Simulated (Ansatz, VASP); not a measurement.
## AlN: VASP beside Ansatz

```
CELL_PARAMETERS angstrom
0.00000 2.20159 2.20159
2.20159 0.00000 2.20159
2.20159 2.20159 0.00000
ATOMIC_POSITIONS crystal
Al 0.00000 0.00000 0.00000
N 0.75000 0.75000 0.75000
```

Alike in both runs: task single point; functional PBE; k mesh 8 × 8 × 8; no spin polarisation.

|  | VASP | Ansatz |
| --- | --- | --- |
| version | VASP 6.6.1 | Ansatz 0.2.0 |
| potentials or method | VASP PAW PBE potentials, release 64 (Al, N) | plane waves, PAW |
| plane-wave cutoff (eV) | 520 | 420 |
| occupations | gaussian, width 0.01 eV | fixed |
| valence electrons in the cell | 8 | 8 |

|  | VASP | Ansatz | Ansatz less VASP |
| --- | --- | --- | --- |
| gap on the k mesh at the Fermi level (eV) | 3.30 | 3.31 | +0.007 |
| pressure (GPa) | -0.3 | 0.0 | +0.29 |

A k mesh can miss the band edges.
